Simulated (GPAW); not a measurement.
The system is W.

```
CELL_PARAMETERS angstrom
0.00000 2.03000 2.03000
2.03000 0.00000 2.03000
2.03000 2.03000 0.00000
ATOMIC_POSITIONS crystal
W 0.00000 0.00000 0.00000
```

This isn't the form of W at room conditions, which is bcc.

- Program: GPAW 26.7.0
- Task: relaxation of cell and atoms
- Functional: PBE
- Potentials or basis: GPAW PAW data sets (gpaw-data 1.2.1)
- Cutoff: 600 eV
- Basis: pw
- k mesh: 11 × 11 × 11
- Occupations: fermi-dirac, width 0.05 eV
- Spin: no spin polarisation

At the start: pressure -5.2 GPa; volume 16.73 Å³/atom.

Q: How do energy, volume and symmetry change on relaxing?

A: Over 3 steps the energy falls by 5.1 meV/atom and the volume is 16.43 Å³/atom (-1.8 %); space group Fm-3m (No. 225, to 0.05 Å).

Step by step:
| step | energy change (eV) | largest force (eV/Å) | pressure (GPa) | volume (Å³) |
| --- | --- | --- | --- | --- |
| 1 | 0.0000 | 0.0000 | -5.18 | 16.73 |
| 2 | -0.0048 | 0.0000 | 1.42 | 16.35 |
| 3 | -0.0051 | 0.0000 | -0.03 | 16.43 |

Final structure:
```
W
1.0
     0.00000    2.01767    2.01767
     2.01767    0.00000    2.01767
     2.01767    2.01767    0.00000
W
1
Direct
  0.00000 0.00000 0.00000
```

Caveat: later steps reuse the first step's grids.
